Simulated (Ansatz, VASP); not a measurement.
## CaSe: VASP beside Ansatz

```
Ca Se
1.0
     0.09892    3.06645    3.06645
     3.06645    0.09892    3.06645
     3.06645    3.06645    0.09892
Ca Se
1 1
Direct
  0.00000 0.00000 0.00000
  0.50000 0.50000 0.50000
```

Change from the starting cell: shear_111 strain +5.0%.

Alike in both runs: task single point; functional PBE; k mesh 8 × 8 × 8; occupations fermi-dirac, width 0.02 eV; no spin polarisation.

|  | VASP | Ansatz |
| --- | --- | --- |
| version | VASP 6.6.1 | Ansatz 0.2.0 |
| potentials or method | VASP PAW PBE potentials, release 64 (Ca_sv, Se) | plane waves, PAW |
| plane-wave cutoff (eV) | 520 | 420 |
| valence electrons in the cell | 16 | 26 |

VASP gave:

```
gap on the k mesh at the Fermi level (eV)       : 2.05
pressure (GPa)                                  : -1.5
largest component of the traceless stress (GPa) : 0.92
```

Question: What did Ansatz give for the same quantities?

Answer: gap on the k mesh at the Fermi level (eV): 2.05; pressure (GPa): -1.7; largest component of the traceless stress (GPa): 0.92.

The two sets of potentials don't hold the same shells in valence.

A k mesh can miss the band edges.
